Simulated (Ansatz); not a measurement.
# Germanium, fcc under revPBE: from relaxation to bulk modulus

The plan for germanium in the fcc structure: relax it, solve it on a dense k-mesh, then scale the cell to 7 volumes from 88 to 112 % of the relaxed one and try a fit of the equation of state. Spin polarisation is left out. The k-meshes are 13×13×13 for the relaxation; 21×21×21 for the dense run; 14×14×14 for the volumes.

This is Ge in the fcc structure; at room conditions it is diamond.

Computed with Ansatz 0.2.0 (DFT revPBE, plane waves (420 eV) with PAW, scalar-relativistic; PBE-made PAW files, unless a step says otherwise).

## (1) Starting point

Symmetry: Fm-3m, No. 225, cubic system. Conventional cell: a = 4.253 Å, b = 4.253 Å, c = 4.253 Å, α = 90.00°, β = 90.00°, γ = 90.00°. Ge (site symmetry m-3m) has 12 Ge at 3.01 Å as nearest neighbours.

Structure file:

```cif
data_structure
_symmetry_space_group_name_H-M 'Fm-3m'
_symmetry_Int_Tables_number 225
_cell_length_a 4.2535
_cell_length_b 4.2535
_cell_length_c 4.2535
_cell_angle_alpha 90.000
_cell_angle_beta 90.000
_cell_angle_gamma 90.000
_cell_volume 76.95
loop_
_atom_site_label
_atom_site_type_symbol
_atom_site_symmetry_multiplicity
_atom_site_Wyckoff_symbol
_atom_site_fract_x
_atom_site_fract_y
_atom_site_fract_z
_atom_site_occupancy
Ge1 Ge 4 a 0.00000 0.00000 0.00000 1
```

## (2) Geometry optimisation

Input file input.yaml:

```yaml
crystal:
  lattice:
    - [0.0, 2.1267354152, 2.1267354152]
    - [2.1267354152, 0.0, 2.1267354152]
    - [2.1267354152, 2.1267354152, 0.0]
  atoms:
    - { symbol: Ge, position: [0.0, 0.0, 0.0] }
hamiltonian:
  xc: revpbe
  pseudopotentials:
    kind: paw
    azcp:
      Ge: "pseudopotentials/Ge.paw.azcp"
basis:
  ecutwfc: 420
  fft_grid_basis: typed
kpoints:
  mp_grid: { grid: [13, 13, 13], shift: [0, 0, 0] }
magnetization:
  spin_polarized: false
scf:
  occupations: { method: fermi_dirac, width: 0.1 }
relax:
  max_steps: 60
  f_tol: 0.01
  cell: {}
```

Launch:

```sh
$ ansatz run input.yaml --threads 2 --pin off --max-ram 5120MiB --backend cpu --events-out ev --progress --plain --runs-dir out
```

The runs that follow: Single point on a dense mesh; The cell scaled to 88 % of its volume; The cell scaled to 92 % of its volume; The cell scaled to 96 % of its volume; The cell scaled to 100 % of its volume; The cell scaled to 104 % of its volume; The cell scaled to 108 % of its volume; The cell scaled to 112 % of its volume.

What does the calculation give? Wanted: space group; conventional cell; volume; shortest distance; gap on the mesh; relative to diamond; V₀, B₀, B₀′.

**Answer**, as computed:

| quantity | value |
| --- | --- |
| space group (spins left aside) | Fm-3m (No. 225) |
| conventional cell | a = 4.304 Å |
| volume | 19.926 Å³/atom |
| shortest distance | 3.043 Å |
| gap on the mesh | none (levels filled in part) |
| relative to diamond | +346 meV/atom |
| V₀, B₀, B₀′ | 20.031 Å³/atom, 58 GPa, 3.7 |

**Reading.** The relaxation enlarged the cell by 3.6 % in volume. Against the reference form of germanium (diamond, computed apart with the same settings) it stands 346 meV/atom higher. Levels at the Fermi energy are filled in part, as in a metal. The fitted modulus is 58 GPa. Relaxation kept the symmetry; phonons were not checked.
